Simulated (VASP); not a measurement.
Set up this calculation in VASP 6.6.1, as the native input.

- Task: single point
- Functional: PBE
- Potentials or basis: VASP PAW PBE potentials, release 64 (Na_pv)
- Cutoff: 520 eV
- k mesh: 12 × 12 × 12
- Occupations: fermi-dirac, width 0.08 eV
- Spin: no spin polarisation
- Dipole correction: no
- Further INCAR settings: ALGO = Normal; EDIFF = 1e-06; NBANDS = 10

The structure of Na lies in POSCAR:

```
Na
1.0
    3.2277728888      0.0000000000      0.0000000000
    0.0000000000      3.2277728888      0.0000000000
    0.0000000000      0.0000000000      3.2277728888
Na
1
Direct
    0.0000000000      0.0000000000      0.0000000000
```

This isn't the form of Na at room conditions, which is bcc.

One way to write it, as run:

INCAR

```
SYSTEM = Na
PREC = Accurate
ENCUT = 520
EDIFF = 1E-6
ISMEAR = -1
SIGMA = 0.08
LREAL = .FALSE.
LASPH = .TRUE.
NELM = 100
ALGO = Normal
ISIF = 2
LWAVE = .FALSE.
LCHARG = .FALSE.
GGA = PE
NBANDS = 10
```

KPOINTS

```
Automatic mesh
0
G
  12 12 12
  0 0 0
```

Potentials or basis: VASP PAW PBE potentials, release 64 (Na_pv).

Run with:

```sh
$ cat potpaw_PBE.64/Na_pv/POTCAR > POTCAR
$ mpirun -np 1 vasp_std > vasp.out
```

Results of the run:

```
Pressure               : 1.4 GPa
Band gap on the k mesh : none (metal or under the smearing width)
```

Wall time 7.3 s on 1 thread of Intel(R) Xeon(R) Platinum 8259CL CPU @ 2.50GHz (Skylake/Cascade Lake), with other jobs on the host, peak memory 0.14 GiB.
